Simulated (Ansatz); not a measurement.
**Two Ansatz runs on Ca**

The cell is the one relaxed in the Materials Project (mp-45), not relaxed further here; entries there can be hypothetical. The listed cell was then made from it by scaling, straining or moving an atom.

First run: DFT, r2SCAN, PAW with Ansatz's default frozen-core files, scalar-relativistic (Ansatz 0.2.0).

Command: `ansatz run input.yaml --threads 1 --pin off --max-ram 2048MiB --backend cpu --events-out ev --progress --plain --runs-dir out` The run took 2.6 s on 1 thread of Intel(R) Xeon(R) 6975P-C (Granite Rapids), with other jobs on the host, peak memory 0.49 GiB.

```yaml
crystal:
  lattice:
    - [0.0, 2.7602402759, 2.7602402759]
    - [2.7602402759, 0.0, 2.7602402759]
    - [2.7602402759, 2.7602402759, 0.0]
  atoms:
    - { symbol: Ca, position: [0.0, 0.0, 0.0] }
kpoints:
  mp_grid: { grid: [13, 13, 13] }
scf:
  occupations: { method: fermi_dirac, width: 0.05 }
hamiltonian:
  xc: r2scan
  pseudopotentials: { kind: paw }
output:
  forces: true
  stress: true
  eigenvalues: true
  efg: { contact_densities: true }
```

Result: converged; pressure 0.47 GPa; no gap on the k mesh; 6 SCF iterations.

The input is then changed:

```diff
@@ -7,5 +7,5 @@
     - { symbol: Ca, position: [0.0, 0.0, 0.0] }
 kpoints:
-  mp_grid: { grid: [13, 13, 13] }
+  mp_grid: { grid: [4, 4, 4] }
 scf:
   occupations: { method: fermi_dirac, width: 0.05 }
@@ -18,3 +18,4 @@
   eigenvalues: true
   efg: { contact_densities: true }
+accuracy: low
```

(1) What does the second run give?

Results:

(1) It converged; energy at zero smearing -74.3 meV/atom from the first run; pressure 0.56 GPa; no gap on the k mesh; 6 SCF iterations. Some of these settings are too coarse for converged properties.
